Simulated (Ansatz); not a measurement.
CdS:

```
CELL_PARAMETERS angstrom
0.00000 2.75324 2.75324
2.75324 0.00000 2.75324
2.75324 2.75324 0.00000
ATOMIC_POSITIONS crystal
Cd 0.00000 0.00000 0.00000
S 0.50000 0.50000 0.50000
```

Measurements of this composition are mostly on another form, of space group No. 186.

- Program: Ansatz 0.2.0
- Task: relaxation of cell and atoms
- Functional: r2SCAN0
- Dispersion: D3(BJ)
- Potentials or basis: Ansatz PAW
- Cutoff: 450 eV
- Density cutoff: 5400 eV
- k mesh: 4 × 4 × 4
- Occupations: fixed
- Spin: no spin polarisation

At the start: volume 20.87 Å³/atom.

Where does the relaxation end?

It ends after 7 steps and the volume is 19.74 Å³/atom (-5.4 %); space group Fm-3m (No. 225, to 0.05 Å).

The path:
| step | energy change (eV) | largest force (eV/Å) | volume (Å³) |
| --- | --- | --- | --- |
| 1 | 0.0000 | 0.0000 | 41.74 |
| 2 | -0.0191 | 0.0000 | 37.89 |
| 3 | -0.0362 | 0.0000 | 39.65 |
| 4 | -0.0366 | 0.0000 | 39.50 |
| 5 | -0.0334 | 0.0000 | 39.50 |
| 6 | -0.0334 | 0.0000 | 39.47 |
| 7 | -0.0334 | 0.0000 | 39.47 |

Final structure:
```
Cd S
1.0
     0.00000    2.70243    2.70243
     2.70243    0.00000    2.70243
     2.70243    2.70243    0.00000
Cd S
1 1
Direct
  0.00000 0.00000 0.00000
  0.50000 0.50000 0.50000
```

Caveat: the k mesh is coarse (spacing up to 0.49 Å⁻¹), so the values aren't converged, least of all with exact exchange; the plane-wave basis is chosen anew once the cell has moved, so the energies of steps on either side of that aren't comparable; the PAW data sets come from PBE, with cores solved anew for the run's functional, which leaves a small shift of forces and pressure; the dispersion damping was fitted for another functional or another form of the correction; the cutoff lies under the one recommended for these potentials.
